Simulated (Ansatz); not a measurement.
## Ti under changes of volume

One of the cells (17.020 Å³/atom); the others are scaled copies at fixed shape and fractional positions:

```
Ti
1.0
     4.56737    0.00000    0.00000
    -2.28369    3.95546    0.00000
     0.00000    0.00000    2.82624
Ti
3
Cartesian
  2.2837 1.3185 1.4131
  0.0000 2.6370 1.4131
  0.0000 0.0000 0.0000
```

This isn't the form of Ti at room conditions, which is hcp.

```yaml
Program: Ansatz 0.2.0
Functional: PBEsol
Potentials_or_basis: Ansatz PAW
Cutoff: "420 eV (not typed: the program's choice for these potentials)"
k_mesh: 7 × 7 × 9
Occupations: fermi-dirac, width 0.05 eV
Spin: no spin polarisation
```

```csv
volume (Å³/atom),energy over the lowest point (meV/atom),pressure (GPa)
15.999,?,?
16.339,0.00,1.0
16.679,0.60,-1.5
17.020,6.19,-3.7
17.360,16.33,-5.8
17.701,30.61,-7.6
18.041,48.64,-9.3
```

Question: What does the run at 15.999 Å³/atom give?

Answer: Energy over the lowest point 4.89 meV/atom; pressure 3.7 GPa.

Worked out: A Birch-Murnaghan fit of order 3 (a polynomial in V^(-2/3)) to the other rows has its minimum at 16.47 Å³/atom with B0 = V·E''(V) = 120 GPa and B' = 3.6 at fixed shape and positions, which overstates the stiffness. It gives 4.87 meV/atom at 15.999 Å³/atom, against the run's 4.89, and -dE/dV = 3.7 GPa, against 3.7.

Energies are extrapolated to zero smearing.

Caveats: the PAW data sets come from PBE, with cores solved anew for the run's functional, which leaves a small shift of forces and pressure.
